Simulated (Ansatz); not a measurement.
# VN: the cost of one run

Program: Ansatz 0.2.0. Level of theory: DFT PBE, scalar-relativistic. These are calculated values, not measurements.

**1. The system as given**

The structure is cubic, space group Fm-3m (No. 225). The conventional cell has a = 4.128 Å, b = 4.128 Å, c = 4.128 Å, α = 90.00°, β = 90.00°, γ = 90.00°. V (site symmetry m-3m) is surrounded by 6 N at 2.06 Å. N (site symmetry m-3m) is surrounded by 6 V at 2.06 Å.

Coordinates:

```cif
data_structure
_symmetry_space_group_name_H-M 'P 1'
_symmetry_Int_Tables_number 1
_cell_length_a 2.9189
_cell_length_b 2.9189
_cell_length_c 2.9189
_cell_angle_alpha 60.000
_cell_angle_beta 60.000
_cell_angle_gamma 60.000
_cell_volume 17.59
loop_
_atom_site_label
_atom_site_type_symbol
_atom_site_fract_x
_atom_site_fract_y
_atom_site_fract_z
_atom_site_occupancy
V1 V 0.00000 0.00000 0.00000 1
N1 N 0.50000 0.50000 0.50000 1
```

The structure is an experimental refinement, used without relaxation.

Atoms are numbered in the order of the input: V1, N2.

**2. Volume × 0.9405, LAPW**

Input file input.yaml:

```yaml
crystal:
  lattice:
    - [0.0, 2.0222241517, 2.0222241517]
    - [2.0222241517, 0.0, 2.0222241517]
    - [2.0222241517, 2.0222241517, 0.0]
  atoms:
    - { symbol: V, position: [0.0, 0.0, 0.0], spin: 1.5 }
    - { symbol: "N", position: [0.5, 0.5, 0.5] }
magnetization:
  spin_polarized: true
kpoints:
  mp_grid: { grid: [14, 14, 14] }
scf:
  occupations: { method: fermi_dirac, width: 0.08 }
hamiltonian:
  xc: pbe
  pseudopotentials: { kind: all_electron, lapw: { basis_error: 0.001 } }
output:
  forces: true
  stress: true
  eigenvalues: true
```

Started as:

```bash
$ ansatz run input.yaml --threads 1 --pin off --max-ram 3072MiB --backend cpu --events-out ev --progress --plain --runs-dir out
```

Q: Estimate wall time and peak memory on 1 thread of Intel Xeon Platinum 8488C (Sapphire Rapids), shared host.

About 26 s, with a peak of 0.56 GiB.
